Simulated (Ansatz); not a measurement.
MgB2:

```
Mg B
1.0
     3.08500    0.00000    0.00000
    -1.54250    2.67169    0.00000
     0.00000    0.00000    3.52300
Mg B
1 2
Direct
  0.00000 0.00000 0.00000
  0.66667 0.33333 0.50000
  0.33333 0.66667 0.50000
```

Base run:

| Item | Value |
| --- | --- |
| Program | Ansatz 0.2.0 |
| Functional | PBE |
| Potentials or basis | all-electron LAPW, scalar-relativistic |
| Cutoff | 297 eV |
| Density cutoff | 1186 eV |
| Basis error allowed | 0.001 eV/atom |
| k mesh | 10 × 10 × 8 |
| Occupations | fermi-dirac, width 0.05 eV |
| Spin | no spin polarisation |

Its results: band gap on the k mesh none (metal or under the smearing width); pressure -1.0 GPa.

Task: The run is repeated on the same cell with these changes: functional from PBE to PBEsol. What comes out?

Result: Band gap on the k mesh none (metal or under the smearing width); pressure -3.1 GPa.

PBEsol binds more tightly than PBE, so the same cell stands under less pressure.

Not every run made on this cell is shown here.
